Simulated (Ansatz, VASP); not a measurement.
# SiC in VASP and in Ansatz

```
CELL_PARAMETERS angstrom
0.00000 2.18972 2.18972
2.18972 0.00000 2.18972
2.18972 2.18972 0.00000
ATOMIC_POSITIONS crystal
Si 0.00000 0.00000 0.00000
C 0.75000 0.75000 0.75000
```

Alike in both runs: functional PBE; k mesh 10 × 10 × 10; occupations gaussian, width 0.02 eV; no spin polarisation.

Ansatz relaxed the structure, and its values are those at the end. VASP's run is a single point on that final structure, the one shown.

```csv
,VASP,Ansatz
version,VASP 6.6.1,Ansatz 0.2.0
potentials or method,"VASP PAW PBE potentials, release 64 (Si, C)","scalar-relativistic, plane waves, PAW"
plane-wave cutoff (eV),520,420
valence electrons in the cell,8,8
```

```csv
,VASP,Ansatz,Ansatz less VASP
gap on the k mesh at the Fermi level (eV),1.37,1.37,+0.002
least direct gap on the mesh (eV),4.53,4.53,+0.003
pressure (GPa),0.0,0.0,+0.05
```

A k mesh can miss the band edges. PBE gaps usually lie below the measured ones, often by a third to a half.
